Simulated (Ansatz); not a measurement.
# SnO (P4/nmm) in Ansatz: a series of runs, part 2 of 2

Ansatz 0.2.0.

### Step 5. Band structure, PBEsol

input.yaml reads:

```yaml
crystal:
  lattice:
    - [3.81369522, 0.0, 0.0]
    - [0.0, 3.81369522, 0.0]
    - [0.0, 0.0, 4.8869133]
  atoms:
    - { symbol: Sn, position: [0.5, 0.0, 0.76462614] }
    - { symbol: Sn, position: [0.0, 0.5, 0.23537386] }
    - { symbol: O, position: [0.0, 0.0, 0.0] }
    - { symbol: O, position: [0.5, 0.5, 0.0] }
kpoints:
  mp_grid: { grid: [7, 7, 6] }
  band_path:
    path:
      - [0.0, 0.0, 0.0]
      - [0.0, 0.5, 0.0]
      - [0.5, 0.5, 0.0]
      - [0.0, 0.0, 0.0]
      - [0.0, 0.0, 0.5]
      - [0.0, 0.5, 0.5]
      - [0.5, 0.5, 0.5]
      - [0.0, 0.0, 0.5]
    npoints: 6
scf:
  occupations: { method: fermi_dirac, width: 0.05 }
hamiltonian:
  xc: pbesol
  pseudopotentials:
    kind: all_electron
    lapw: { basis_error: 0.002 }
    dirac_shells: { Sn: ["3p", "3d"] }
output:
  forces: true
  stress: true
  eigenvalues: true
```

Potentials or basis: all-electron LAPW, inner shells corrected to Dirac's equation.

Launch:

```bash
$ ansatz run input.yaml --threads 2 --pin off --max-ram 8192MiB --backend cpu --events-out ev --progress --plain --runs-dir out
```

What it wrote:

```text
Warning: RAYON_NUM_THREADS=2 ignored (pool sized by the plan → 2); use --threads N
LAPW: plane waves up to 9.140 Å⁻¹, error target 2.0e-3 eV per atom; small_component_spin mean_spin; O in spheres of 0.985 Å, 8 of its electrons in bands, Dirac shells []; Sn in spheres of 1.242 Å, 22 of its electrons in bands, Dirac shells [2p, 3p, 3d] (how accurate: hamiltonian.pseudopotentials.lapw.basis_error, Limitations)
Engine: ansatz 0.2.0, x86_64-unknown-linux-gnu
Pseudopotentials: kind: all_electron
Pseudopotential: Sn, LAPW, valence charge 22, lapw/all_electron/scalar/gaussian/Sn, Koelling and Harmon's equation with Dirac's for 2p 3p 3d, gaussian nucleus
Pseudopotential: O, LAPW, valence charge 8, lapw/all_electron/scalar/gaussian/O, Koelling and Harmon's equation, gaussian nucleus
Functional definition: PBEsol
  exchange = pbesol_x
  correlation = pbesol_c
[... 41 lines left out ...]
  E_atoms      = -340184.820672  (free atoms, spherical and without spin; not in F)
  Σ components = -340209.002943   (vs F -340209.002943, Δ=0.00e0)
  Basis errors (estimates in eV, not in F): energy 8.9e-4 per atom: plane waves 8.1e-4 (4.8e-4 summed), levels above the bands 1.5e-58, relativity 7.5e-8, radial functions 8.1e-5, core shells 1.5e-6; eigenvalues (radial functions only) 1.2e-5; not estimated: angular momenta, meshes, grids; target (lapw.basis_error) 2.0e-3; muffin-tin radii O 0.985 Å, Sn 1.242 Å
--- Forces (eV/Å), atoms counted from 1 ---
  atom   1  Sn     0.00000000     0.00000000    -0.07162714
  atom   2  Sn     0.00000000     0.00000000     0.07162714
  atom   3  O      0.00000000     0.00000000    -0.00000000
  atom   4  O      0.00000000     0.00000000    -0.00000000
  max |Σ_I F_I| component: 5.20e-18 eV/Å
--- Stress (GPa, compression-positive) ---
       -0.508132       0.000000       0.000000
        0.000000      -0.508132       0.000000
        0.000000       0.000000      -0.646670
  P = ⅓ Tr σ = -0.5543 GPa (-5.543 kbar)
--- Band table (eV; the first three rows and the last of 40) ---
  k-point 0: bands = ["-492.7927", "-492.7927", "-117.3177", "-117.3176", "-73.1718", "-73.1718", "-73.1713", "-73.1713", "-73.1302", "-73.1294", "-10.0291", "-9.5911", "-9.5911", "-9.5905", "-9.5429", "-9.5352", "-9.4881", "-9.4875", "-9.4654", "-9.4654", "-8.2406", "-5.5542", "4.1905", "5.2576", "5.6123", "5.6123", "8.4272", "8.7249", "8.7249", "11.8691", "13.8949", "16.0630", "16.6045", "16.6045", "17.4859", "17.4859"]
  k-point 1: bands = ["-492.7927", "-492.7927", "-117.3177", "-117.3176", "-73.1717", "-73.1717", "-73.1713", "-73.1713", "-73.1302", "-73.1294", "-10.0254", "-9.5942", "-9.5853", "-9.5853", "-9.5401", "-9.5320", "-9.4909", "-9.4906", "-9.4719", "-9.4719", "-8.2319", "-5.5543", "3.5754", "5.6381", "5.6381", "6.1479", "8.4108", "8.7212", "8.7212", "11.6102", "13.6037", "15.8521", "15.8521", "16.1690", "18.3955", "18.3955"]
  k-point 2: bands = ["-492.7927", "-492.7927", "-117.3177", "-117.3176", "-73.1717", "-73.1717", "-73.1713", "-73.1713", "-73.1301", "-73.1295", "-10.0179", "-9.6018", "-9.5711", "-9.5711", "-9.5331", "-9.5234", "-9.4991", "-9.4980", "-9.4876", "-9.4876", "-8.2144", "-5.5546", "2.9625", "5.6910", "5.6910", "7.5550", "8.3785", "8.7131", "8.7131", "10.6857", "13.4435", "15.1320", "15.1320", "15.8211", "19.0767", "19.4621"]
  k-point 39: bands = ["-492.7927", "-492.7927", "-117.3176", "-117.3176", "-73.1719", "-73.1719", "-73.1715", "-73.1715", "-73.1298", "-73.1298", "-9.9487", "-9.9339", "-9.5574", "-9.5517", "-9.5311", "-9.5298", "-9.4941", "-9.4924", "-9.4626", "-9.4618", "-6.5522", "-6.4152", "2.9241", "3.0732", "6.0706", "6.3917", "9.1442", "9.3136", "9.3659", "9.4097", "14.2749", "14.4457", "15.2542", "16.0075", "17.3377", "17.9610"]
```

bands.tsv:

```text
# k_distance	band_0	band_1	band_2	band_3	band_4	band_5	band_6	band_7	band_8	band_9	band_10	band_11	band_12	band_13	band_14	band_15	band_16	band_17	band_18	band_19	band_20	band_21	band_22	band_23	band_24	band_25	band_26	band_27	band_28	band_29	band_30	band_31	band_32	band_33	band_34	band_35
[... 55 lines left out ...]
6.267885	-504.839955	-504.839955	-129.364937	-129.364906	-85.218919	-85.218919	-85.218650	-85.218650	-85.177272	-85.176883	-22.061288	-21.652981	-21.608650	-21.608650	-21.575476	-21.560695	-21.556189	-21.550130	-21.545270	-21.545270	-20.252816	-17.602058	-9.303942	-6.329235	-6.329235	-3.684723	-3.378940	-3.338667	-3.338667	-2.361397	1.442432	2.824722	2.824722	3.482069	7.568227	7.867413
```

It took 39 s on 2 threads of Intel Xeon at 2.50GHz (Skylake/Cascade Lake), shared host; peak memory 0.49 GiB.

What came out:

```yaml
Free_energy: -340209.0029 eV
Pressure: -0.6 GPa
Largest_force: 0.072 eV/Å
Band_gap_on_the_k_mesh: 0.35 eV, indirect (least direct gap 1.99 eV)
Band_gap_along_the_path: 0.12 eV, indirect (least direct gap 1.99 eV)
```

Forces in eV/Å, atoms in the order of the input:
```
Sn   0.000  0.000 -0.072
Sn   0.000  0.000  0.072
O    0.000  0.000  0.000
O    0.000  0.000  0.000
```

Levels at the corners of the path, in eV from the valence-band top:
```csv
point,band 28,band 29,band 30,band 31,band 32,band 33
Γ,-3.15,-3.15,-0.01,2.02,4.19,4.73
X,-4.84,-2.67,-2.67,3.11,3.11,5.87
M,-2.48,-1.87,-1.87,0.12,0.12,4.38
Γ,-3.15,-3.15,-0.01,2.02,4.19,4.73
Z,-3.17,-3.17,-2.19,1.61,2.99,2.99
R,-4.80,-1.72,-1.72,2.51,2.51,5.43
A,-2.64,-2.48,-2.48,2.37,2.37,3.91
Z,-3.17,-3.17,-2.19,1.61,2.99,2.99
```

Caveat: spin-orbit coupling is left out, which moves the levels of the heavy elements; the mesh misses the band edges, which the band path finds closer together. As with any semilocal functional, this PBEsol gap is likely too small.

### Step 6. The runs side by side

```csv
potentials or basis,cutoff (eV),basis error allowed,gap on the mesh (eV),pressure (GPa),largest force (eV/Å)
"all-electron LAPW, scalar-relativistic",318,0.002 eV/atom,0.36,-0.6,0.07
"all-electron LAPW, non-relativistic",318,0.002 eV/atom,-,-1.9,0.29
all-electron PAW datasets made for the crystal,360,-,0.36,-0.6,0.07
"all-electron LAPW, inner shells corrected to Dirac's equation",318,0.002 eV/atom,0.35,-0.6,0.07
```

Alike in all rows: task band structure; level PBEsol; no spin polarisation; cell as given; k mesh 7 × 7 × 6; smearing fermi-dirac 0.05 eV.

Caveats: spin-orbit coupling is left out, which moves the levels of the heavy elements; the mesh misses the band edges, which the band path finds closer together (some runs); relativity is left out, which matters for the heavier elements (some runs).

Compare energies only between runs with the same functional and basis.
